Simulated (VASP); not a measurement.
# CdSe (F-43m) in VASP: further runs

One crystal, CdSe, is run at these levels: PBE; tasks: RPA correlation energy, evGW0 quasiparticle levels.

Program: VASP 6.6.1. These are calculated values, not measurements. Logs are shortened: lines on timing, memory, paths and dates and some standing lists are left out, and cuts for length are marked.

### 1 The structure

Symmetry: F-43m, No. 216, cubic system. The conventional cell has a = 6.141 Å, b = 6.141 Å, c = 6.141 Å, α = 90.00°, β = 90.00°, γ = 90.00°. Cd (site symmetry -43m) is surrounded by 4 Se at 2.66 Å. Se (site symmetry -43m) has 4 Cd at 2.66 Å as nearest neighbours.

Measurements of this composition are mostly on another form, of space group No. 186.

### 2 RPA correlation energy, PBE

Contents of POSCAR:

```
CdSe
1.0
    0.0000000000      3.0702711986      3.0702711986
    3.0702711986      0.0000000000      3.0702711986
    3.0702711986      3.0702711986      0.0000000000
Cd Se
1 1
Direct
    0.0000000000      0.0000000000      0.0000000000
    0.2500000000      0.2500000000      0.2500000000
```

Contents of INCAR.step1:

```
  PREC = Accurate
  ENCUT = 350
  EDIFF = 1E-8
  ISMEAR = 0
  SIGMA = 0.05
  LREAL = False
  LASPH = True
  NELM = 100
  ALGO = Normal
  LWAVE = True
  LCHARG = False
  GGA = PE
```

Contents of INCAR.step2:

```
  PREC = Accurate
  ENCUT = 350
  EDIFF = 1E-8
  ISMEAR = 0
  SIGMA = 0.05
  LREAL = False
  LASPH = True
  NELM = 1
  ALGO = EIGENVAL
  LWAVE = False
  LCHARG = False
  GGA = PE
  LHFCALC = True
  AEXX = 1.0
  ALDAC = 0.0
  AGGAC = 0.0
  ISTART = 1
  PRECFOCK = Fast
```

Contents of INCAR.step3:

```
  PREC = Accurate
  ENCUT = 350
  EDIFF = 1E-8
  ISMEAR = 0
  SIGMA = 0.05
  LREAL = False
  LASPH = True
  NELM = 1
  ALGO = Exact
  LWAVE = True
  LCHARG = False
  GGA = PE
  NBANDS = 878
  LOPTICS = True
  ISTART = 1
```

Contents of INCAR.step4:

```
  PREC = Accurate
  ENCUT = 350
  EDIFF = 1E-8
  ISMEAR = 0
  SIGMA = 0.05
  LREAL = False
  LASPH = True
  NELM = 100
  ALGO = ACFDT
  LWAVE = False
  LCHARG = False
  GGA = PE
  NBANDS = 878
  ENCUTGW = 200
  NOMEGA = 8
  ISTART = 1
  PRECFOCK = Fast
```

Contents of KPOINTS:

```
regular mesh
0
Gamma
  4 4 4
```

Potentials or basis: VASP PAW PBE potentials, release 64 (Cd_GW, Se_GW).

Launch:

```
cat potpaw_PBE.64/Cd_GW/POTCAR potpaw_PBE.64/Se_GW/POTCAR > POTCAR
cp INCAR.step1 INCAR
mpirun -np 1 vasp_std > vasp.out
cp INCAR.step2 INCAR
mpirun -np 1 vasp_std > vasp.out
cp INCAR.step3 INCAR
mpirun -np 1 vasp_std > vasp.out
cp INCAR.step4 INCAR
mpirun -np 1 vasp_std > vasp.out
```

OUTCAR:

```text
PREC = Accurate
   ENCUT = 350
   EDIFF = 1E-8
   ISMEAR = 0
   LREAL = False
   LASPH = True
   NELM = 100
   GGA = PE
   ENCUTGW = 200
   ISTART = 1
   PRECFOCK = Fast

 ion  position               nearest neighbor table
   1  0.000  0.000  0.000-   2 2.66   2 2.66   2 2.66   2 2.66
   2  0.250  0.250  0.250-   1 2.66   1 2.66   1 2.66   1 2.66

  LATTYP: Found a face centered cubic cell.
 ALAT       =     6.1405423972

  Lattice vectors:

 A1 = (   0.0000000000,   3.0702711986,   3.0702711986)
 A2 = (   3.0702711986,   0.0000000000,   3.0702711986)
 A3 = (   3.0702711986,   3.0702711986,   0.0000000000)

Analysis of symmetry for initial positions (statically):
=====================================================================
 Subroutine PRICEL returns:
 Original cell was already a primitive cell.

 Routine SETGRP: Setting up the symmetry group for a
 face centered cubic supercell.

 Subroutine GETGRP returns: Found 24 space group operations
 (whereof 24 operations were pure point group operations)
 out of a pool of 48 trial point group operations.

The static configuration has the point symmetry T_d .

Analysis of symmetry for dynamics (positions and initial velocities):
=====================================================================
 Subroutine PRICEL returns:
 Original cell was already a primitive cell.

 Routine SETGRP: Setting up the symmetry group for a
 face centered cubic supercell.

 Subroutine GETGRP returns: Found 24 space group operations
 (whereof 24 operations were pure point group operations)
 out of a pool of 48 trial point group operations.

The dynamic configuration has the point symmetry T_d .

 Subroutine INISYM returns: Found 24 space group operations
 (whereof 24 operations are pure point group operations),
 and found     1 'primitive' translations

----------------------------------------------------------------------------------------

                                     Primitive cell

  volume of cell :      57.8842

  direct lattice vectors                    reciprocal lattice vectors
     0.000000000  3.070271199  3.070271199    -0.162852063  0.162852063  0.162852063
     3.070271199  0.000000000  3.070271199     0.162852063 -0.162852063  0.162852063
     3.070271199  3.070271199  0.000000000     0.162852063  0.162852063 -0.162852063

  length of vectors
     4.342019169  4.342019169  4.342019169     0.282068048  0.282068048  0.282068048

  position of ions in fractional coordinates (direct lattice)
     0.000000000  0.000000000  0.000000000
     0.250000000  0.250000000  0.250000000

  ion indices of the primitive-cell ions
   primitive index   ion index
                 1           1
                 2           2

----------------------------------------------------------------------------------------

 KPOINTS: regular mesh

Automatic generation of k-mesh.
 Grid dimensions read from file:
 generate k-points for:    4    4    4

 Generating k-lattice:

  Cartesian coordinates                     Fractional coordinates (reciprocal lattice)
    -0.040713016  0.040713016  0.040713016     0.250000000  0.000000000  0.000000000
     0.040713016 -0.040713016  0.040713016     0.000000000  0.250000000  0.000000000
     0.040713016  0.040713016 -0.040713016     0.000000000  0.000000000  0.250000000

  Length of vectors
     0.070517012  0.070517012  0.070517012

  Shift w.r.t. Gamma in fractional coordinates (k-lattice)
     0.000000000  0.000000000  0.000000000

 Subroutine IBZKPT returns following result:
 ===========================================

 Found      8 irreducible k-points:

 Following reciprocal coordinates:
            Coordinates               Weight
  0.000000  0.000000  0.000000      1.000000
  0.250000  0.000000  0.000000      8.000000
  0.500000  0.000000  0.000000      4.000000
  0.250000  0.250000  0.000000      6.000000
  0.500000  0.250000  0.000000     24.000000
 -0.250000  0.250000  0.000000     12.000000
  0.500000  0.500000  0.000000      3.000000
 -0.250000  0.500000  0.250000      6.000000
   k-points           NKPTS =      8   k-points in BZ     NKDIM =     64   number of bands    NBANDS=    878
   number of dos      NEDOS =    301   number of ions     NIONS =      2
   total plane-waves  NPLWV =  21952
   dimension x,y,z NGX =    28 NGY =   28 NGZ =   28
   dimension x,y,z NGXF=    56 NGYF=   56 NGZF=   56
   ions per type =               1   1
   NGX,Y,Z   is equivalent  to a cutoff of  10.72, 10.72, 10.72 a.u.
   NGXF,Y,Z  is equivalent  to a cutoff of  21.44, 21.44, 21.44 a.u.
 SYSTEM =  unknown system
   PREC   = accura    normal or accurate (medium, high low for compatibility)
   ISTART =      1    job   : 0-new  1-cont  2-samecut
   ICHARG =      0    charge: 1-file 2-atom 10-const
   ISPIN  =      1    spin polarized calculation?
   LNONCOLLINEAR =      F non collinear calculations
   LSORBIT =      F    spin-orbit coupling
   LASPH  =      T    aspherical Exc in radial PAW
   ENCUT  =  350.0 eV  25.72 Ry    5.07 a.u.   6.62  6.62  6.62*2*pi/ulx,y,z
   NELM   =    100;   NELMIN=  2; NELMDL=  0     # of ELM steps
   EDIFF  = 0.1E-07   stopping-criterion for ELM
   LREAL  =      F    real-space projection
   EDIFFG = 0.1E-06   stopping-criterion for IOM
   NSW    =      0    number of steps for IOM
   IBRION =     -1    ionic relax: 0-MD 1-quasi-New 2-CG
   NFREE  =      0    steps in history (QN), initial steepest desc. (CG)
   ISIF   =      0    stress and relaxation
   ISYM   =      3    0-nonsym 1-usesym 2-fastsym
   POTIM  = 0.5000    time-step for ionic-motion
   TEBEG  =    0.0;   TEEND  =   0.0 temperature during run
   PSTRESS=    0.0 pullay stress
   NELECT =      18.0000    total number of electrons
   NUPDOWN=      -1.0000    fix difference up-down
   EMIN   =  10.00;   EMAX   =-10.00  energy-range for DOS
   EFERMI =   0.00;   METHOD = LEGACY
   ISMEAR =     0;   SIGMA  =   0.05  broadening in eV -4-tet -1-fermi 0-gaus
   EFERMI_NEDOS =   21; number of points for ismear=-14 and -15
   IALGO  =     38    algorithm
   IMIX   =      4    mixing-type and parameters
     AMIX     =   0.40;   BMIX     =  1.00
     AMIX_MAG =   1.60;   BMIX_MAG =  1.00
  volume/ion in A,a.u.               =      28.94       195.31
  Fermi-wavevector in a.u.,A,eV,Ry     =   1.109121  2.095935 16.737199  1.230149
  Thomas-Fermi vector in A             =   2.245657
   LORBIT       =      0    0 simple, 1 ext, 2 COOP (PROOUT), +10 PAW based schemes
   GGA     = PE    functional components
   LHFCALC =     T    Hartree Fock is set to
   PRECFOCK=fast      Normal, Fast or Accurate (Low or Medium for compatibility)
   ENCUT4O =  -1.0   cutoff for four orbital integrals eV
   NKREDX  =     1    reduce k-point grid by
   NKREDY  =     1    reduce k-point grid by
   NKREDZ  =     1    reduce k-point grid by
   AEXX    =    1.0000 exact exchange contribution
   HFSCREEN=    0.0000 screening length (either q_TF or 0.3 A-1)
   HFSCREENC=   0.0000 screening length for correlation (either q_TF or 0.3 A-1)
   ENCUTFOCK=  -1.0 apply spherical cutoff to Coloumb kernel
   IVDW    =     0    specifies the selected vdW correction
   LEPSILON=     F    determine dielectric tensor
   LRPA    =     F    only Hartree local field effects (RPA)
   LRPAFORCE           =     F    calculate RPA forces
   ENCUTGW             = 200.0    cutoff for response function in eV
   ENCUTGWSOFT         = 160.0    soft cutoff for Coulomb kernel in GW response function in eV
   ENCUTLF             =  -1.0    cutoff for local field effects
   NELMGW              =     1    number of iterations in solving QP/BSE equation
   NELMHF              =     1    number of iterations in the inner HF iteration
   NKREDLFX            =     1    NKREDLFY  =   1   NKREDLFZ  =   1
 non-spin polarized calculation
 Gauss-broadening in eV      SIGMA  =   0.05
  energy-cutoff  :      350.00
  volume of cell :       57.88
 maximum number of plane-waves:       878
 NGX is ok and might be reduce to    28
  NGX = 16; NGY = 16; NGZ = 16
   NGX = 13   NGY = 13   NGZ = 13
 maximum number of plane-waves:       388

      cutoff energy     smooth cutoff   RPA   correlation   Hartree contr. to MP2
---------------------------------------------------------------------------------
            200.000           160.000      -22.0837560096      -34.9726776378
            190.476           152.381      -21.9651190303      -34.8370869674
            181.406           145.125      -21.8374940866      -34.6893303817
            172.768           138.214      -21.6976653766      -34.5252306122
            164.541           131.632      -21.5475139703      -34.3466638039
            156.705           125.364      -21.3847338058      -34.1504123713
            149.243           119.394      -21.2090448959      -33.9358161504
            142.136           113.709      -21.0220713376      -33.7043929122
  linear regression
  converged value                          -23.6751880725      -36.8817825646
```

It took 27 min on 1 thread of Intel Xeon Platinum 8259CL at 2.50GHz (Skylake/Cascade Lake), shared host; peak memory 1 GiB.

Results:

```
Band gap on the k mesh, mean-field level : 0.52 eV, direct
RPA correlation energy                   : -11.838 eV/atom
RPA total energy per cell                : -34.382 eV
RPA correlation energy per cell          : -23.675 eV
```

Caveat: the k mesh is coarse (spacing up to 0.44 Å⁻¹), so the values aren't converged.

### 3 EvGW0 quasiparticle levels, PBE

POSCAR is that of step 2.

Contents of INCAR.step1:

```
SYSTEM = CdSe
ALGO     = Normal         ! electronic algorithm
EDIFF    = 1E-8           ! SCF threshold, eV
ENCUT    = 500            ! plane-wave cutoff, eV
GGA      = PE             ! functional
ISMEAR   = 0              ! smearing method
LASPH    = .True.         ! aspherical terms in the spheres
LCHARG   = .False.        ! write CHGCAR
LREAL    = .False.        ! projectors in reciprocal space
LWAVE    = .True.         ! write WAVECAR
NELM     = 100            ! most SCF steps
PREC     = Accurate       ! precision mode
SIGMA    = 0.01           ! smearing width, eV
```

Contents of INCAR.step2:

```
SYSTEM = CdSe
ALGO     = Exact          ! electronic algorithm
EDIFF    = 1E-8           ! SCF threshold, eV
ENCUT    = 500            ! plane-wave cutoff, eV
GGA      = PE             ! functional
ISMEAR   = 0              ! smearing method
ISTART   = 1            
LASPH    = .True.         ! aspherical terms in the spheres
LCHARG   = .False.        ! write CHGCAR
LOPTICS  = .True.         ! frequency-dependent dielectric function
LREAL    = .False.        ! projectors in reciprocal space
LWAVE    = .True.         ! write WAVECAR
NBANDS   = 203            ! bands
NELM     = 1              ! most SCF steps
PREC     = Accurate       ! precision mode
SIGMA    = 0.01           ! smearing width, eV
```

Contents of INCAR.step3:

```
SYSTEM = CdSe
ALGO     = EVGW0          ! electronic algorithm
EDIFF    = 1E-8           ! SCF threshold, eV
ENCUT    = 500            ! plane-wave cutoff, eV
ENCUTGW  = 100            ! cutoff of the response function
GGA      = PE             ! functional
ISMEAR   = 0              ! smearing method
ISTART   = 1            
LASPH    = .True.         ! aspherical terms in the spheres
LCHARG   = .False.        ! write CHGCAR
LREAL    = .False.        ! projectors in reciprocal space
LWAVE    = .False.        ! write WAVECAR
NBANDS   = 203            ! bands
NBANDSGW = 17           
NELMGW   = 4            
NOMEGA   = 64             ! frequency points
PREC     = Accurate       ! precision mode
PRECFOCK = Fast         
SIGMA    = 0.01           ! smearing width, eV
```

Contents of KPOINTS:

```
k-points
0
Gamma
  4 4 4
  0 0 0
```

Potentials or basis: VASP PAW PBE potentials, release 64 (Cd_GW, Se_GW).

Launch:

```
cat potpaw_PBE.64/Cd_GW/POTCAR potpaw_PBE.64/Se_GW/POTCAR > POTCAR
cp INCAR.step1 INCAR
mpirun -np 1 vasp_std > vasp.out
cp INCAR.step2 INCAR
mpirun -np 1 vasp_std > vasp.out
cp INCAR.step3 INCAR
mpirun -np 1 vasp_std > vasp.out
```

OUTCAR:

```text
SYSTEM = CdSe
   EDIFF = 1E-8
   ENCUT = 500
   ENCUTGW = 100
   GGA = PE
   ISMEAR = 0
   ISTART = 1
   LASPH = .True.
   LREAL = .False.
   NELMGW = 4
   PREC = Accurate
   PRECFOCK = Fast

 ion  position               nearest neighbor table
   1  0.000  0.000  0.000-   2 2.66   2 2.66   2 2.66   2 2.66
   2  0.250  0.250  0.250-   1 2.66   1 2.66   1 2.66   1 2.66

  LATTYP: Found a face centered cubic cell.
 ALAT       =     6.1405423972

  Lattice vectors:
[... 154 lines left out ...]
   ENCUTGW             = 100.0    cutoff for response function in eV
   ENCUTGWSOFT         =  80.0    soft cutoff for Coulomb kernel in GW response function in eV
   ENCUTLF             =  -1.0    cutoff for local field effects
   NELMGW              =     4    number of iterations in solving QP/BSE equation
   NELMHF              =     1    number of iterations in the inner HF iteration
   NKREDLFX            =     1    NKREDLFY  =   1   NKREDLFZ  =   1
 non-spin polarized calculation
 Gauss-broadening in eV      SIGMA  =   0.01
  energy-cutoff  :      500.00
  volume of cell :       57.88
 maximum number of plane-waves:      1480
  NGX = 18; NGY = 18; NGZ = 18
   NGX = 15   NGY = 15   NGZ = 15
 maximum number of plane-waves:       138
 NGX is ok and might be reduce to    18

 QP shifts <psi_nk| G(iteration)W_0 |psi_nk>: iteration 1
 for sc-GW calculations column KS-energies equals QP-energies in previous step
 and V_xc(KS)=  KS-energies - (<T + V_ion + V_H > + <T+V_H+V_ion>^1  + <V_x>^1)

 k-point   1 :       0.0000    0.0000    0.0000
  band No.  KS-energies  QP-energies   sigma(KS)   V_xc(KS)     V^pw_x(r,r')   Z            occupation Imag(sigma)

      1     -10.5451     -10.7830     -12.7837     -12.3866     -19.6775       0.5992       2.0000       0.9975
      2      -5.9862      -7.6021     -17.6140     -15.1957     -22.9438       0.6682       2.0000       0.2441
      3      -5.9862      -7.6021     -17.6140     -15.1957     -22.9438       0.6682       2.0000       0.2441
      4      -5.9862      -7.6021     -17.6140     -15.1957     -22.9438       0.6682       2.0000       0.2441
      5      -5.6445      -7.3451     -18.0205     -15.4961     -23.2400       0.6736       2.0000       0.1874
      6      -5.6445      -7.3451     -18.0205     -15.4961     -23.2400       0.6736       2.0000       0.1874
[... 653 lines left out ...]
      3      -8.1235      -8.1687     -17.7884       9.5976     -23.1895       0.6709       2.0000       0.2377
      4      -8.0360      -8.0829     -17.9212       9.8154     -23.2544       0.6722       2.0000       0.1962
      5      -8.0081      -8.0561     -17.9102       9.8307     -23.2103       0.6730       2.0000       0.1840
      6      -7.3671      -7.4078     -17.8290      10.4021     -23.1387       0.6812       2.0000       0.2497
[... 9 lines left out ...]
     16      14.9038      14.9027      -9.3050      24.2073      -3.7123       0.7177       0.0000      -0.4300
     17      15.0315      15.0306     -10.1418      25.1721      -4.4578       0.7230       0.0000      -0.4979
```

Wall time 18 min (1 thread of AMD EPYC 9R14 (Zen 4), shared host); peak memory 0.56 GiB.

What came out:

```yaml
Band_gap_on_the_k_mesh_mean-field_level: 0.53 eV, direct
Quasiparticle_gap: 1.29 eV
Least_direct_quasiparticle_gap: 1.29 eV
```

Levels at points of the mesh, in eV from the valence-band top:
| k point | band 5 | band 6 | band 7 | band 8 | band 9 | band 10 | band 11 | band 12 | band 13 |
| --- | --- | --- | --- | --- | --- | --- | --- | --- | --- |
| (0.00, 0.00, 0.00) | -7.53 | -7.53 | 0.00 | 0.00 | 0.00 | 0.53 | 5.92 | 5.92 | 5.92 |
| (0.50, 0.00, 0.00) | -7.51 | -7.25 | -4.23 | -0.71 | -0.71 | 2.34 | 6.42 | 6.42 | 7.32 |
| (0.50, 0.50, 0.00) | -7.47 | -7.19 | -3.96 | -1.76 | -1.76 | 3.18 | 3.72 | 8.95 | 10.03 |

Quasiparticle gap after each update of the energies (eV): 1.12, 1.25, 1.28, 1.29

Caveat: the k mesh is coarse (spacing up to 0.44 Å⁻¹), so the values aren't converged; bands, screening cutoff and mesh are small and nothing is extrapolated, so the quasiparticle values aren't converged.
